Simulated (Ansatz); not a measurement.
## CdS, space group P6_3mc: a calculation of the elastic constants

Computed with the Ansatz DFT code, driven from Python.

The script, `run_elastic.py`:
```python
# -*- coding: utf-8 -*-
from dataclasses import replace
import logging
import sys

import ansatz as az
import numpy as np
from pymatgen.core import Lattice, Structure
from pymatgen.io.ase import AseAtomsAdaptor

logging.basicConfig(stream=sys.stdout, format="%(levelname)s:%(name)s:%(message)s")
log = logging.getLogger("cds")
log.setLevel(logging.INFO)

XC = "pbesol"
FILLING = "fixed"
CUTOFF = 470
KMESH = (6, 6, 4)


def main():
    pmg_structure = Structure(
        Lattice([[4.15, 0.0, 0.0], [-2.075, 3.594005, 0.0], [0.0, 0.0, 6.737]]),
        ["Cd", "Cd", "S", "S"],
        [
            [1 / 3, 2 / 3, 0.0],
            [2 / 3, 1 / 3, 0.5],
            [1 / 3, 2 / 3, 0.375],
            [2 / 3, 1 / 3, 0.875],
        ],
    )
    structure = az.Crystal.from_ase(AseAtomsAdaptor.get_atoms(pmg_structure))

    job = (
        structure.calculation()
        .functional(XC)
        .occupations(FILLING)
        .basis(CUTOFF)
        .kpoints(*KMESH)
    )
    rest = job.relax(cell=True).run().lattice
    relaxed = az.Crystal(lattice=az.Lattice.of(rest.cell_ang))
    for site in rest.sites:
        relaxed = relaxed.atom(site.symbol, site.position_frac)
    job = replace(job, crystal=relaxed)
    log.info("relaxed volume {:.3f} A^3".format(abs(np.linalg.det(rest.cell_ang))))
    out = job.elastic("relaxed_ion", amplitude=0.003).run()
    elastic = out.elastic

    C = np.asarray(elastic.c_gpa)
    for i in range(6):
        for j in range(i, 6):
            if abs(C[i, j]) > 0.05:
                log.info(f"C{i + 1}{j + 1} = {C[i, j]:.1f} GPa")
    print("smallest eigenvalue of C:", round(elastic.stability.min_eigenvalue_gpa, 1), "GPa; tensor positive definite:", elastic.stability.min_eigenvalue_gpa > 0)
    if elastic.stability.min_eigenvalue_gpa > 0:
        m = elastic.moduli
        log.info(f"K = {m.k_hill_gpa:.1f}, G = {m.g_hill_gpa:.1f}, E = {m.youngs_gpa:.1f} GPa, Poisson ratio {m.poisson:.3f}, K/G = {m.k_hill_gpa / m.g_hill_gpa:.2f}")


if __name__ == "__main__":
    main()
```

Output of `python run_elastic.py`:
```text
INFO:cds:relaxed volume 98.811 A^3
INFO:cds:C11 = 85.9 GPa
INFO:cds:C12 = 52.4 GPa
INFO:cds:C13 = 45.1 GPa
INFO:cds:C22 = 85.9 GPa
INFO:cds:C23 = 45.1 GPa
INFO:cds:C33 = 94.9 GPa
INFO:cds:C44 = 15.0 GPa
INFO:cds:C55 = 15.0 GPa
INFO:cds:C66 = 16.7 GPa
smallest eigenvalue of C: 15.0 GPa; tensor positive definite: True
INFO:cds:K = 61.3, G = 17.4, E = 47.6 GPa, Poisson ratio 0.371, K/G = 3.53
```

Reading the output:
- The Fermi level of a run with fixed occupations marks the highest occupied state on its mesh, not mid-gap.
- A positive definite tensor excludes instabilities under uniform strain alone; phonons elsewhere in the zone can still be imaginary.
- The starting cell is as deposited in a crystallographic database; the results hold for this polymorph, which needn't be the stable one.
- The constants belong to the cell that was strained; where it wasn't relaxed first it may be under stress.
- Timing: 11 min on 1 thread of Arm Neoverse V1 (shared host), peak memory 0.62 GiB.
